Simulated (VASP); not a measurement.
Set up this calculation in VASP 6.6.1, as the native input.

* Task: band structure
* Functional: PBE
* Potentials or basis: VASP PAW PBE potentials, release 64 (W_sv, C)
* Cutoff: 520 eV
* k mesh: 7 × 7 × 7
* Occupations: fermi-dirac, width 0.05 eV
* Spin: spin-orbit coupling, no magnetisation
* Further INCAR settings: ALGO = Normal; EDIFF = 1e-07; NBANDS = 30

The system is WC (Qusongite).

```xyz
2
Lattice="2.9065 0.0000 0.0000 -1.4532 2.5171 0.0000 0.0000 0.0000 2.8366" Properties=species:S:1:pos:R:3 pbc="T T T"
W     0.0000    0.0000    0.0000
C     1.4533    0.8390    1.4183
```

These files were run (other wordings do the same):

POSCAR

```
WC
1.0
    2.9065000000      0.0000000000      0.0000000000
   -1.4532500000      2.5171028361      0.0000000000
    0.0000000000      0.0000000000      2.8366000000
W C
1 1
Direct
    0.0000000000      0.0000000000      0.0000000000
    0.6666666667      0.3333333333      0.5000000000
```

INCAR.step1

```
ALGO     = Normal         # electronic algorithm
EDIFF    = 1E-7           # SCF threshold, eV
ENCUT    = 520            # plane-wave cutoff, eV
GGA      = PE             # functional
GGA_COMPAT= F            
ISIF     = 2              # what is computed and relaxed
ISMEAR   = -1             # smearing method
LASPH    = T              # aspherical terms in the spheres
LCHARG   = T              # write CHGCAR
LMAXMIX  = 4              # l up to which the mixer works
LORBIT   = 11             # projections on sites
LREAL    = F              # projectors in reciprocal space
LSORBIT  = T              # spin-orbit coupling
LWAVE    = F              # write WAVECAR
MAGMOM   = 0 0 0 0 0 0    # initial moments
NBANDS   = 30             # bands
NELM     = 60             # most SCF steps
PREC     = Accurate       # precision mode
SIGMA    = 0.05           # smearing width, eV
```

KPOINTS.step1

```
k-points
0
Gamma
  7 7 7
```

INCAR.step2

```
ALGO     = Normal         # electronic algorithm
EDIFF    = 1E-7           # SCF threshold, eV
ENCUT    = 520            # plane-wave cutoff, eV
GGA      = PE             # functional
GGA_COMPAT= F            
ICHARG   = 11             # starting density
ISIF     = 2              # what is computed and relaxed
ISMEAR   = 0              # smearing method
LASPH    = T              # aspherical terms in the spheres
LCHARG   = F              # write CHGCAR
LMAXMIX  = 4              # l up to which the mixer works
LORBIT   = 11             # projections on sites
LREAL    = F              # projectors in reciprocal space
LSORBIT  = T              # spin-orbit coupling
LWAVE    = F              # write WAVECAR
MAGMOM   = 0 0 0 0 0 0    # initial moments
NBANDS   = 30             # bands
NELM     = 60             # most SCF steps
PREC     = Accurate       # precision mode
SIGMA    = 0.05           # smearing width, eV
```

KPOINTS.step2

```
path GMKGALHA,LM,KH
10
line-mode
reciprocal
 0.0000000000  0.0000000000  0.0000000000  G
 0.5000000000  0.0000000000  0.0000000000  M

 0.5000000000  0.0000000000  0.0000000000  M
 0.3333333333  0.3333333333  0.0000000000  K

 0.3333333333  0.3333333333  0.0000000000  K
 0.0000000000  0.0000000000  0.0000000000  G

 0.0000000000  0.0000000000  0.0000000000  G
 0.0000000000  0.0000000000  0.5000000000  A

 0.0000000000  0.0000000000  0.5000000000  A
 0.5000000000  0.0000000000  0.5000000000  L

 0.5000000000  0.0000000000  0.5000000000  L
 0.3333333333  0.3333333333  0.5000000000  H

 0.3333333333  0.3333333333  0.5000000000  H
 0.0000000000  0.0000000000  0.5000000000  A

 0.5000000000  0.0000000000  0.5000000000  L
 0.5000000000  0.0000000000  0.0000000000  M

 0.3333333333  0.3333333333  0.0000000000  K
 0.3333333333  0.3333333333  0.5000000000  H
```

Potentials or basis: VASP PAW PBE potentials, release 64 (W_sv, C).

Launch:

```console
$ cat potpaw_PBE.64/W_sv/POTCAR potpaw_PBE.64/C/POTCAR > POTCAR
$ cp INCAR.step1 INCAR
$ cp KPOINTS.step1 KPOINTS
$ mpirun -np 1 vasp_ncl > vasp.out
$ cp INCAR.step2 INCAR
$ cp KPOINTS.step2 KPOINTS
$ mpirun -np 1 vasp_ncl > vasp.out
```

Wall time 2.2 min on 1 thread of Intel(R) Xeon(R) Platinum 8488C (Sapphire Rapids) (shared host), peak memory 0.24 GiB.
